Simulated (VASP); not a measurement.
# Se (P3_221) in VASP: a series of runs

Runs on Se. Level: PBE. Tasks: density of states, electric field gradients.

Everything below comes from runs of VASP 6.6.1. Logs are shortened: lines on timing, memory, paths and dates and some standing lists are left out, and cuts for length are marked.

**1. The crystal as given**

The structure is trigonal, space group P3_221 (No. 154). The conventional cell has a = 4.355 Å, b = 4.355 Å, c = 4.949 Å, α = 90.00°, β = 90.00°, γ = 120.00°. Se (site symmetry 2) has 2 Se at 2.32 Å as nearest neighbours.

**2. Density of states, PBE**

POSCAR reads:

```
Se
1.0
    4.3551696776      0.0000000000      0.0000000000
   -2.1775848388      3.7716875786      0.0000000000
    0.0000000000      0.0000000000      4.9494500000
Se
3
Direct
    0.2170000000      0.0000000000      0.1666666667
    0.0000000000      0.2170000000      0.8333333333
    0.7830000000      0.7830000000      0.5000000000
```

INCAR.step1 reads:

```
PREC = Accurate ; ENCUT = 520
EDIFF = 1E-6 ; ISMEAR = -1
SIGMA = 0.02 ; LREAL = False
LASPH = True ; NELM = 100
ALGO = Normal ; ISIF = 2
LWAVE = False ; LCHARG = True
GGA = PE ; NBANDS = 16
```

KPOINTS.step1 reads:

```
Automatic mesh
0
Gamma
  8 8 6
```

INCAR.step2 reads:

```
PREC = Accurate ; ENCUT = 520
EDIFF = 1E-6 ; ISMEAR = -5
SIGMA = 0.02 ; LREAL = False
LASPH = True ; NELM = 100
ALGO = Normal ; ISIF = 2
LWAVE = False ; LCHARG = False
GGA = PE ; LORBIT = 11
NEDOS = 2001 ; ICHARG = 11
```

KPOINTS.step2 reads:

```
Automatic mesh
0
Gamma
  12 12 9
```

Potentials or basis: VASP PAW PBE potentials, release 64 (Se).

On the command line:

```bash
> cat potpaw_PBE.64/Se/POTCAR > POTCAR
> cp INCAR.step1 INCAR
> cp KPOINTS.step1 KPOINTS
> mpirun -np 1 vasp_std > vasp.out
> cp INCAR.step2 INCAR
> cp KPOINTS.step2 KPOINTS
> mpirun -np 1 vasp_std > vasp.out
```

OUTCAR:

```text
PREC = Accurate
   ENCUT = 520
   EDIFF = 1E-6
   ISMEAR = -5
   LREAL = False
   LASPH = True
   NELM = 100
   ISIF = 2
   GGA = PE
   LORBIT = 11
   ICHARG = 11

 ion  position               nearest neighbor table
   1  0.217  0.000  0.167-   3 2.32   2 2.32
   2  0.000  0.217  0.833-   3 2.32   1 2.32
   3  0.783  0.783  0.500-   1 2.32   2 2.32

  LATTYP: Found a hexagonal cell.
 ALAT       =     4.3551696776
 C/A-ratio  =     1.1364539998

  Lattice vectors:

 A1 = (   4.3551696776,   0.0000000000,   0.0000000000)
 A2 = (  -2.1775848388,   3.7716875786,   0.0000000000)
 A3 = (   0.0000000000,   0.0000000000,   4.9494500000)

Analysis of symmetry for initial positions (statically):
=====================================================================
 Subroutine PRICEL returns:
 Original cell was already a primitive cell.

 Routine SETGRP: Setting up the symmetry group for a
 hexagonal supercell.

 Subroutine GETGRP returns: Found  6 space group operations
 (whereof  2 operations were pure point group operations)
 out of a pool of 24 trial point group operations.

The static configuration has the point symmetry C_2 .
 The point group associated with its full space group is D_3 .

Analysis of symmetry for dynamics (positions and initial velocities):
=====================================================================
 Subroutine PRICEL returns:
 Original cell was already a primitive cell.

 Routine SETGRP: Setting up the symmetry group for a
 hexagonal supercell.

 Subroutine GETGRP returns: Found  6 space group operations
 (whereof  2 operations were pure point group operations)
 out of a pool of 24 trial point group operations.

The dynamic configuration has the point symmetry C_2 .
 The point group associated with its full space group is D_3 .

 Subroutine INISYM returns: Found  6 space group operations
 (whereof  2 operations are pure point group operations),
 and found     1 'primitive' translations

----------------------------------------------------------------------------------------

                                     Primitive cell

  volume of cell :      81.3013

  direct lattice vectors                    reciprocal lattice vectors
     4.355169678  0.000000000  0.000000000     0.229612179  0.132566653  0.000000000
    -2.177584839  3.771687579  0.000000000     0.000000000  0.265133307  0.000000000
[... 106 lines left out ...]
   IALGO  =     38    algorithm
   IMIX   =      4    mixing-type and parameters
     AMIX     =   0.40;   BMIX     =  1.00
     AMIX_MAG =   1.60;   BMIX_MAG =  1.00
  volume/ion in A,a.u.               =      27.10       182.88
  Fermi-wavevector in a.u.,A,eV,Ry     =   0.990375  1.871538 13.345180  0.980843
  Thomas-Fermi vector in A             =   2.122041
   LORBIT       =     11    0 simple, 1 ext, 2 COOP (PROOUT), +10 PAW based schemes
   GGA     = PE    functional components
   LHFCALC =     F    Hartree Fock is set to
   AEXX    =    0.0000 exact exchange contribution
   IVDW    =     0    specifies the selected vdW correction
   LEPSILON=     F    determine dielectric tensor
   LRPA    =     F    only Hartree local field effects (RPA)
 non-spin polarized calculation
 Fermi weights with tetrahedron method with Bloechl corrections
  energy-cutoff  :      520.00
  volume of cell :       81.30
 maximum number of plane-waves:      2210

 number of electron      17.9999997 magnetization

 Free energy of the ion-electron system (eV)
  ---------------------------------------------------
  ext. energy  EPLUGINS =         0.00000000
  ---------------------------------------------------
  free energy    TOTEN  =       -10.36918221 eV

  energy without entropy =      -10.36918221  energy(sigma->0) =      -10.36918221

 E-fermi :   2.7561     XC(G=0):  -8.8321

 val. band max:        2.7494410093   @ k =   0.4167   0.0833   0.4444
 cond. band min:       3.8580267249   @ k =   0.3333   0.3333   0.4444
 fundamental gap:      1.1085857157
 Fermi energy:         2.7561353730

 k-point     1 :       0.0000    0.0000    0.0000
  band No.  band energies     occupation
      1     -13.3915      2.00000
      2      -9.0792      2.00000
      3      -9.0792      2.00000
      4      -1.2327      2.00000
      5      -1.2327      2.00000
      6      -1.0290      2.00000
      7       0.5683      2.00000
      8       0.5683      2.00000
      9       2.3492      2.00000
     10       4.8135      0.00000
     11       4.8135      0.00000
     12       5.2065      0.00000
     13       8.7780      0.00000
[... 354 lines left out ...]
  band No.  band energies     occupation
      1     -13.2358      2.00000
      2      -9.8582      2.00000
      3      -8.3901      2.00000
      4      -1.9665      2.00000
      5      -1.4965      2.00000
      6      -0.8134      2.00000
      7       0.6990      2.00000
      8       0.8013      2.00000
      9       2.0071      2.00000
     10       4.6849      0.00000
     11       5.0048      0.00000
     12       5.4176      0.00000
     13       8.7865      0.00000

 [... further k-points ...]

------------------------ aborting loop because EDIFF is reached ----------------------------------------

  FORCE on cell =-STRESS in cart. coord.  units (eV):
  Direction    XX          YY          ZZ          XY          YZ          ZX
  --------------------------------------------------------------------------------------
  -------------------------------------------------------------------------------------
  Total        2.4100427      2.4100427      3.8605634     -0.0000000      0.0000000      0.0000000
  in kB       47.4938725     47.4938725     76.0787791     -0.0000000      0.0000000      0.0000000
  external PRESSURE =      57.0221747 kB  Pullay stress =       0.0000000 kB

 VOLUME and BASIS-vectors are now :
 -----------------------------------------------------------------------------
  energy-cutoff  :      520.00
  volume of cell :       81.30
      direct lattice vectors                 reciprocal lattice vectors
     4.355169678  0.000000000  0.000000000     0.229612179  0.132566653  0.000000000
    -2.177584839  3.771687579  0.000000000     0.000000000  0.265133307  0.000000000
     0.000000000  0.000000000  4.949450000     0.000000000  0.000000000  0.202042651

 POSITION                                       TOTAL-FORCE (eV/Angst)
 -----------------------------------------------------------------------------------
      0.94507      0.00000      0.82491         1.190273     -0.000000     -0.000000
     -0.47254      0.81846      4.12454        -0.595136      1.030806      0.000000
      1.70505      2.95323      2.47472        -0.595136     -1.030806      0.000000
 -----------------------------------------------------------------------------------
    total drift:                               -0.000022     -0.000037     -0.000000

  FREE ENERGIE OF THE ION-ELECTRON SYSTEM (eV)
  ---------------------------------------------------
  free  energy   TOTEN  =       -10.3691822093 eV

  energy  without entropy=      -10.3691822093  energy(sigma->0) =      -10.36918221

 total charge

# of ion       s       p       d       tot
------------------------------------------
    1        1.510   2.215   0.066   3.791
    2        1.510   2.215   0.066   3.791
    3        1.510   2.215   0.066   3.791
--------------------------------------------------
tot          4.529   6.644   0.198  11.372
```

OUTCAR.step1:

```text
PREC = Accurate
   ENCUT = 520
   EDIFF = 1E-6
   ISMEAR = -1
   LREAL = False
   LASPH = True
[... 683 lines left out ...]
      0.94507      0.00000      0.82491         1.188248      0.000000      0.000000
     -0.47254      0.81846      4.12454        -0.594124      1.029053     -0.000000
      1.70505      2.95323      2.47472        -0.594124     -1.029053      0.000000
 -----------------------------------------------------------------------------------
    total drift:                                0.000001      0.000001     -0.000000

  FREE ENERGIE OF THE ION-ELECTRON SYSTEM (eV)
  ---------------------------------------------------
  free  energy   TOTEN  =       -10.3708566913 eV

  energy  without entropy=      -10.3708566913  energy(sigma->0) =      -10.37085669
```

Run time: 95 s. Hardware: 1 thread of Intel Xeon Platinum 8488C (Sapphire Rapids), shared host; peak memory 0.27 GiB.

What came out:

* Valence electrons inside the program's atomic spheres: Se 3.79

States per cell in windows of 0.5 eV (zero at the valence-band top; states under -8 eV left out):
| from (eV) | total | Se2_p | Se3_p | Se1_p | Se2_d | Se3_d | Se1_d |
| --- | --- | --- | --- | --- | --- | --- | --- |
| -8.0 | 0.00 | 0.00 | 0.00 | 0.00 | 0.00 | 0.00 | 0.00 |
| -7.5 | 0.00 | 0.00 | 0.00 | 0.00 | 0.00 | 0.00 | 0.00 |
| -7.0 | 0.00 | 0.00 | 0.00 | 0.00 | 0.00 | 0.00 | 0.00 |
| -6.5 | 0.02 | 0.00 | 0.00 | 0.00 | 0.00 | 0.00 | 0.00 |
| -6.0 | 0.65 | 0.12 | 0.12 | 0.12 | 0.00 | 0.00 | 0.00 |
| -5.5 | 1.70 | 0.30 | 0.30 | 0.30 | 0.01 | 0.01 | 0.01 |
| -5.0 | 1.24 | 0.21 | 0.21 | 0.21 | 0.00 | 0.00 | 0.00 |
| -4.5 | 0.73 | 0.12 | 0.12 | 0.12 | 0.00 | 0.00 | 0.00 |
| -4.0 | 1.01 | 0.18 | 0.18 | 0.18 | 0.00 | 0.00 | 0.00 |
| -3.5 | 0.64 | 0.11 | 0.11 | 0.11 | 0.00 | 0.00 | 0.00 |
| -3.0 | 0.55 | 0.09 | 0.09 | 0.09 | 0.00 | 0.00 | 0.00 |
| -2.5 | 0.97 | 0.16 | 0.16 | 0.16 | 0.01 | 0.01 | 0.01 |
| -2.0 | 1.64 | 0.28 | 0.28 | 0.28 | 0.01 | 0.01 | 0.01 |
| -1.5 | 1.10 | 0.20 | 0.20 | 0.20 | 0.01 | 0.01 | 0.01 |
| -1.0 | 1.24 | 0.23 | 0.23 | 0.23 | 0.01 | 0.01 | 0.01 |
| -0.5 | 0.50 | 0.10 | 0.10 | 0.10 | 0.00 | 0.00 | 0.00 |
| 0.0 | 0.00 | 0.00 | 0.00 | 0.00 | 0.00 | 0.00 | 0.00 |
| 0.5 | 0.00 | 0.00 | 0.00 | 0.00 | 0.00 | 0.00 | 0.00 |
| 1.0 | 0.18 | 0.03 | 0.03 | 0.03 | 0.00 | 0.00 | 0.00 |
| 1.5 | 1.41 | 0.23 | 0.23 | 0.23 | 0.02 | 0.02 | 0.02 |
| 2.0 | 1.30 | 0.20 | 0.20 | 0.20 | 0.02 | 0.02 | 0.02 |
| 2.5 | 1.44 | 0.25 | 0.25 | 0.25 | 0.03 | 0.03 | 0.03 |
| 3.0 | 1.07 | 0.20 | 0.20 | 0.20 | 0.02 | 0.02 | 0.02 |
| 3.5 | 0.52 | 0.10 | 0.10 | 0.10 | 0.01 | 0.01 | 0.01 |
| 4.0 | 0.09 | 0.02 | 0.02 | 0.02 | 0.00 | 0.00 | 0.00 |
| 4.5 | 0.00 | 0.00 | 0.00 | 0.00 | 0.00 | 0.00 | 0.00 |
| 5.0 | 0.00 | 0.00 | 0.00 | 0.00 | 0.00 | 0.00 | 0.00 |
| 5.5 | 0.61 | 0.02 | 0.02 | 0.02 | 0.03 | 0.03 | 0.03 |
| 6.0 | 1.39 | 0.05 | 0.05 | 0.05 | 0.07 | 0.07 | 0.07 |
| 6.5 | 0.01 | 0.00 | 0.00 | 0.00 | 0.00 | 0.00 | 0.00 |

**3. Electric field gradients, PBE**

INCAR reads:

```
ALGO = Fast
EDIFF = 1E-8
ENCUT = 520
GGA = PE
ISIF = 2
ISMEAR = -1
LASPH = T
LCHARG = F
LEFG = T
LREAL = F
LWAVE = F
NBANDS = 16
NELM = 100
PREC = Accurate
SIGMA = 0.02
```

KPOINTS reads:

```
k-points
0
Gamma
  8 8 6
```

POSCAR is that of step 2.

Potentials or basis: VASP PAW PBE potentials, release 64 (Se).

On the command line:

```bash
> cat potpaw_PBE.64/Se/POTCAR > POTCAR
> mpirun -np 1 vasp_std > vasp.out
```

OUTCAR:

```text
EDIFF = 1E-8
   ENCUT = 520
   GGA = PE
   ISIF = 2
   ISMEAR = -1
   LASPH = T
   LREAL = F
   NELM = 100
   PREC = Accurate

 ion  position               nearest neighbor table
   1  0.217  0.000  0.167-   3 2.32   2 2.32
   2  0.000  0.217  0.833-   3 2.32   1 2.32
   3  0.783  0.783  0.500-   1 2.32   2 2.32

  LATTYP: Found a hexagonal cell.
 ALAT       =     4.3551696776
 C/A-ratio  =     1.1364539998

  Lattice vectors:

 A1 = (   4.3551696776,   0.0000000000,   0.0000000000)
 A2 = (  -2.1775848388,   3.7716875786,   0.0000000000)
[... 678 lines left out ...]

 Electric field gradients (V/A^2)
---------------------------------------------------------------------
 ion       V_xx      V_yy      V_zz      V_xy      V_xz      V_yz
---------------------------------------------------------------------
   1     151.062  -347.451   196.389    -0.000     0.000  -316.964
   2    -222.822    26.434   196.389  -215.863   274.499   158.482
   3    -222.822    26.434   196.388   215.862  -274.499   158.482
---------------------------------------------------------------------

 Electric field gradients after diagonalization (V/A^2)
 (convention: |V_zz| > |V_xx| > |V_yy|)
----------------------------------------------------------------------
 ion       V_xx      V_yy      V_zz     asymmetry (V_yy - V_xx)/ V_zz
----------------------------------------------------------------------
   1     342.089   151.062  -493.151       0.387
   2     342.089   151.062  -493.151       0.387
   3     342.089   151.062  -493.150       0.387
----------------------------------------------------------------------

           NMR quadrupolar parameters

 Cq : quadrupolar parameter    Cq=e*Q*V_zz/h
 eta: asymmetry parameters     (V_yy - V_xx)/ V_zz
 Q  : nuclear electric quadrupole moment in mb (millibarn)
----------------------------------------------------------------------
 ion       Cq(MHz)       eta       Q (mb)
----------------------------------------------------------------------
   1      -1.192       0.387       1.000
   2      -1.192       0.387       1.000
   3      -1.192       0.387       1.000
----------------------------------------------------------------------
```

stdout:

```text
POSCAR found type information on POSCAR Se
 POSCAR found :  1 types and       3 ions
 scaLAPACK will be used
 LDA part: xc-table for (Slater+PW92), standard interpolation
 POSCAR, INCAR and KPOINTS ok, starting setup
 FFT: planning ... GRIDC
 FFT: planning ... GRID_SOFT
 FFT: planning ... GRID
 WAVECAR not read
 entering main loop
ion   1

ion   2
     0.0000499     4.0672664    -2.8774787    -3.0240181    -4.9839394     2.3482373
     0.0000687     4.0672664    -2.8774787    -3.0240181    -4.9839393     2.3482373
     0.0000946     4.0672663    -2.8774787    -3.0240180    -4.9839393     2.3482373
     0.0001302     4.0672662    -2.8774786    -3.0240179    -4.9839392     2.3482373

     0.0000499   197.5362357  -144.8806488  -155.4414420  -250.9406447   114.0475989
     0.0000687   197.5314214  -144.8771041  -155.4376434  -250.9345052   114.0448193
     0.0000946   197.5236167  -144.8713576  -155.4314857  -250.9245519   114.0403133
     0.0001302   197.5110270  -144.8620879  -155.4215535  -250.9084963   114.0330446

ion   3
     0.0000499    -4.0672664    -2.8774787    -3.0240181     4.9839394     2.3482373
     0.0000687    -4.0672664    -2.8774787    -3.0240181     4.9839393     2.3482373
     0.0000946    -4.0672663    -2.8774787    -3.0240180     4.9839393     2.3482373
     0.0001302    -4.0672662    -2.8774786    -3.0240179     4.9839392     2.3482373

     0.0000499  -197.5362357  -144.8806488  -155.4414420   250.9406447   114.0475989
     0.0000687  -197.5314214  -144.8771041  -155.4376434   250.9345052   114.0448193
     0.0000946  -197.5236167  -144.8713576  -155.4314857   250.9245519   114.0403133
     0.0001302  -197.5110270  -144.8620879  -155.4215535   250.9084963   114.0330446
```

It took 61 s on 1 thread of Intel Xeon Platinum 8488C (Sapphire Rapids), shared host; peak memory 0.21 GiB.

What came out:

```
Free energy            : -10.3709 eV
Pressure               : 5.7 GPa
Largest force          : 1.188 eV/Å
Band gap on the k mesh : 1.10 eV, indirect (least direct gap 1.17 eV)
```

Forces on the atoms (eV/Å):
```
Se   1.188  0.000  0.000
Se  -0.594  1.029  0.000
Se  -0.594 -1.029  0.000
```

Stress tensor (GPa, compression positive):
```
4.75 0.00 0.00
0.00 4.75 0.00
0.00 0.00 7.62
```

Electric field gradients, principal values (V/Å²):
| atom | Vxx | Vyy | Vzz |
| --- | --- | --- | --- |
| 1 Se | 151.062 | 342.089 | -493.151 |
| 2 Se | 151.062 | 342.089 | -493.151 |
| 3 Se | 151.062 | 342.089 | -493.150 |

Caveat: forces of over 1 eV/Å show positions far from the minimum, so gaps and moduli don't describe the material at rest. A k mesh can miss the band edges.
